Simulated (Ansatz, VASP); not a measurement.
**One calculation of GaP, two programs**

File POSCAR:

```
GaP
1.0
    0.0000000000      2.7252500000      2.7252500000
    2.7252500000      0.0000000000      2.7252500000
    2.7252500000      2.7252500000      0.0000000000
Ga P
1 1
Direct
    0.0000000000      0.0000000000      0.0000000000
    0.2500000000      0.2500000000      0.2500000000
```

Contents of INCAR.step1:

```
SYSTEM = GaP
  PREC = Accurate
  ENCUT = 600
  ISMEAR = 0
  SIGMA = 0.01
  LREAL = .False.
  LASPH = .True.
  NELM = 80
  GGA = PE
  ALGO = Normal
  EDIFF = 1E-4
  LWAVE = .True.
  LCHARG = .False.
```

Contents of INCAR.step2:

```
SYSTEM = GaP
  PREC = Accurate
  ENCUT = 600
  EDIFF = 1E-6
  ISMEAR = 0
  SIGMA = 0.01
  LREAL = .False.
  LASPH = .True.
  NELM = 80
  ALGO = Normal
  ISIF = 3
  LWAVE = .False.
  LCHARG = .False.
  METAGGA = R2SCAN
  LMIXTAU = .True.
  LUSE_VDW = .True.
  IVDW_NL = 2
  BPARAM = 11.95
  CPARAM = 0.0093
  IBRION = 2
  NSW = 80
  EDIFFG = -0.01
  ISTART = 1
```

The input KPOINTS:

```
Automatic mesh
0
Gamma
  6 6 6
  0 0 0
```

Input for Ansatz:

```yaml
crystal:
  lattice:
    - [0.0, 2.72525, 2.72525]
    - [2.72525, 0.0, 2.72525]
    - [2.72525, 2.72525, 0.0]
  atoms:
    - { symbol: Ga, position: [0.0, 0.0, 0.0] }
    - { symbol: P, position: [0.25, 0.25, 0.25] }
kpoints:
  mp_grid:
    grid: [6, 6, 6]
    shift: [0.0, 0.0, 0.0]
hamiltonian:
  xc: r2scan
  dispersion: rvv10
scf:
  max_iter: 150
  convergence:
    dr2_threshold: 1.0e-06
  lower_state_search: light
  occupations:
    method: fixed
  eigensolver:
    kind: davidson
    mixed_precision: false
relax:
  cell: {}
```

Alike in both runs: task relaxation of cell and atoms; functional r2SCAN; dispersion rVV10; k mesh 6 × 6 × 6; no spin polarisation.

```csv
,VASP,Ansatz
version,VASP 6.6.1,Ansatz 0.2.0
potentials or method,"VASP PAW PBE potentials, release 64 (Ga_d, P)","plane waves, PAW"
plane-wave cutoff (eV),600,500
occupations,"gaussian, width 0.01 eV",fixed
valence electrons in the cell,18,18
```

Ansatz gave:

```
relaxed volume (Å³/atom)                                     : 20.09
relaxed cell length with the largest relative difference (Å) : 3.844
```

Q: What did VASP give for the same quantities?

A: Relaxed volume (Å³/atom): 20.05; relaxed cell length with the largest relative difference (Å): 3.842.

Ansatz warned: «force_scf_threshold_loose».

Caveats: the PAW data sets were made with another functional, which shifts forces and pressure a little (VASP). A k mesh can miss the band edges. r2SCAN opens gaps a little over a GGA but as a rule still falls short of measured ones.
